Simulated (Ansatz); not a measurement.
**BN (F-43m): gap against strain (isotropic on every length)**

BN (started from an entry of an open crystallographic database), relaxed with r2SCAN in Ansatz 0.2.0, then strained (isotropic on every length; changes of length per length, axes as in the cell below) with the atoms relaxed again within the symmetry that is left. Space group F-43m (No. 216), cubic; a = 3.610 Å in the conventional setting, 5.88 Å³ an atom. Around B lie 4 N at 1.56 Å; around N lie 4 B at 1.56 Å. No spin polarisation and no zero-point or thermal motion.

```
B N
1.0
     0.00000    1.80482    1.80482
     1.80482    0.00000    1.80482
     1.80482    1.80482    0.00000
B N
1 1
Direct
  0.00000 0.00000 0.00000
  0.25000 0.25000 0.25000
```

Gaps are the least over each mesh (PBE 12×12×12, r2SCAN 12×12×12, HSE06 8×8×8 when unstrained) and the special points, which keep their unstrained names; stress is the change from the unstrained cell, compression positive.

```
strain (%)  gap, PBE (eV)  gap, r2SCAN (eV)  gap, HSE06 (eV)  edges, HSE06  mean stress, r2SCAN (GPa)  energy rise, r2SCAN (meV/atom)
      -5.6          4.647             5.207            6.010         Γ → X                     +92.51                           236.2
     -2.78          4.561             5.108            5.902         Γ → X                     +38.65                            54.0
       0.0          4.477             5.003            5.794         Γ → X                       0.00                             0.0
     +1.02          4.443             4.963            5.752         Γ → X                     -11.29                             6.5
     +1.91          4.412             4.927            5.715         Γ → X                     -20.05                            22.4
     +5.19          4.295             4.788            5.571         Γ → X                     -44.95                           152.1
```

Between zero and the nearest strains the slope of the HSE06 gap against strain is -0.039 eV per percent for negative and -0.041 for positive strain.

The meshes of the hybrids are coarse, so their gaps aren't converged to the digits shown.
